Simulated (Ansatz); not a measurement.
# Structure types of Re at zero pressure

Structure types of Re are relaxed in primitive cells with their symmetry kept at 0 GPa, first on PAW files, then by LAPW. The enthalpy is E + pV at zero temperature, without zero-point motion. Only the types listed were tried, and differences under about 5 meV/atom are mesh noise.

Level of theory: DFT with PBE, scalar-relativistic, in Ansatz 0.2.0; Fermi–Dirac smearing of 0.05 eV, no spin polarisation. LAPW: all electrons, basis error target 0.5 meV/atom; PAW: frozen-core files, cutoff 420 eV.

k meshes: fcc 18×18×18, bcc 19×19×19, hcp 17×17×9.

Spin–orbit coupling is left out, which matters for the heavy atoms.

| start type | ends as | a, b, c (Å) | V (Å³/atom) | H − H(lowest), LAPW (meV/atom) |
| --- | --- | --- | --- | --- |
| fcc | fcc, Fm-3m | 3.916, 3.916, 3.916 | 15.01 | ? |
| bcc | bcc, Im-3m | 3.114, 3.114, 3.114 | 15.10 | ? |
| hcp | hcp, P6_3/mmc | 2.776, 2.776, 4.483 | 14.96 | 0.0 |

Question: Fill in "H − H(lowest), LAPW (meV/atom)" for the row "bcc".

Answer: 312.4.

Question: Fill in "H − H(lowest), LAPW (meV/atom)" for the row "fcc".

Answer: 65.7.
